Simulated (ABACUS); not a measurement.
## GaAs: single point with revPBE

**What was measured.**

From “Evidence of valence band perturbations in GaAsN/GaAs(001): A combined variable-angle spectroscopic ellipsometry and modulated photoreflectance investigation”, 2008, arxiv:0805.2212, for a bulk crystal of GaAs at 300 K: band gap 1.412 ± 0.01 eV (direct).

The system is GaAs.

```
As Ga
1.0
     0.00000    2.82685    2.82685
     2.82685    0.00000    2.82685
     2.82685    2.82685    0.00000
As Ga
1 1
Direct
  0.75000 0.75000 0.75000
  0.00000 0.00000 0.00000
```

```
Program             : ABACUS 3.10.1
Task                : single point
Functional          : revPBE
Potentials or basis : GBRV ultrasoft 1.5 PBE
Cutoff              : 544 eV
Density cutoff      : 4354 eV
Basis               : plane waves
k mesh              : 6 × 6 × 6
Occupations         : fermi-dirac, width 0.05 eV
Spin                : no spin polarisation
```

```json
{"Pressure": "4.7 GPa", "Band gap on the k mesh": "0.61 eV, direct"}
```

Levels at points of the mesh, in eV from the valence-band top:
| k point | band 9 | band 10 | band 11 | band 12 | band 13 | band 14 | band 15 | band 16 |
| --- | --- | --- | --- | --- | --- | --- | --- | --- |
| (0.00, 0.00, 0.00) | -12.70 | 0.00 | 0.00 | 0.00 | 0.61 | 3.76 | 3.76 | 3.76 |
| (0.50, 0.50, 0.50) | -10.94 | -6.61 | -1.14 | -1.14 | 1.07 | 4.66 | 4.66 | 7.90 |
| (0.50, 0.50, 0.00) | -10.20 | -6.79 | -2.67 | -2.67 | 1.53 | 1.71 | 10.25 | 10.25 |

It took 56 s on 4 MPI ranks on AMD EPYC 7R43 64-Core Processor (Zen 3), on a shared host, peak memory 0.64 GiB a rank.

Measured gap of GaAs: 1.412 eV (direct; 300 K; “Evidence of valence band perturbations in GaAsN/GaAs(001): A combined variable-angle spectroscopic ellipsometry and modulated photoreflectance investigation”, 2008, arxiv:0805.2212). This calculation gives 0.61 eV (-0.80 eV). 3 values of this kind are on record (1.412 to 1.51 eV); this one was drawn at random among those near their median, those with a stated uncertainty first. Spin-orbit coupling on As, Ga is left out. The value is that of revPBE on a finite k mesh, which can miss the band edges, without temperature or zero-point motion. Semilocal functionals fall short of measured gaps as a rule.

Caveat: the potentials were made for another functional, which shifts forces and pressure.
